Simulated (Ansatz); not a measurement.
CaF2 (fluorite, space group No. 225), DFT-LDA in the program Ansatz with PAW potentials: ε∞ = 2.37, cell volume 37.76 Å³. Infrared-active transverse modes:

```tsv
ω_TO (cm⁻¹)	oscillator strength S_xx (e²/amu)
277.9	0.2905
```

### Question
Compute the static dielectric constant.

### Answer
Each mode adds (4.921e7/V) S/ω²: 4.90. So ε0 = 7.27.

### Question
What LO frequency does the Lyddane–Sachs–Teller relation give?

### Answer
ω_LO = ω_TO √(ε0/ε∞) = 487 cm⁻¹.

Space group Fm-3m (fluorite). The cell was relaxed with LDA under the symmetry of its start.

Potentials: the earlier of the program's two PAW sets. The files were generated under PBE; for other functionals the program regenerates the frozen cores, and for LDA and PBEsol the local potential too.
